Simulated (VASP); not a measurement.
Mg2Si, 3 atoms in the cell. The structure is cubic, space group Fm-3m (No. 225). Conventional cell: a = 6.250 Å, b = 6.250 Å, c = 6.250 Å, α = 90.00°, β = 90.00°, γ = 90.00°. Mg (site symmetry -43m) has 4 Si at 2.71 Å as nearest neighbours. Si (site symmetry m-3m) is surrounded by 8 Mg at 2.71 Å. 

| Property | Result |
| --- | --- |
| Program | VASP 6.6.1 |
| Task | dielectric tensor |
| Functional | LDA |
| Potentials or basis | VASP PAW LDA potentials, release 64 (Mg, Si) |
| Cutoff | 600 eV |
| k mesh | 12 × 12 × 12 |
| Occupations | gaussian, width 0.03 eV |
| Spin | no spin polarisation |
| Monkhorst-Pack mesh | yes |
| Further INCAR settings | ALGO = Normal; EDIFF = 1e-08 |

Potentials or basis: VASP PAW LDA potentials, release 64 (Mg, Si).

The run is started by

```console
$ cat potpaw_LDA.64/Mg/POTCAR potpaw_LDA.64/Si/POTCAR > POTCAR
$ mpirun -np 2 vasp_std > vasp.out
```

Hardware: 2 MPI ranks on Intel(R) Xeon(R) 6975P-C (Granite Rapids) (shared host).

Problem. How long does it take, and how much memory?

Solution. Wall time 5.1 min on 2 MPI ranks on Intel(R) Xeon(R) 6975P-C (Granite Rapids), on a shared host, peak memory 0.83 GiB a rank. Counts: scf iterations 111, k points 182.
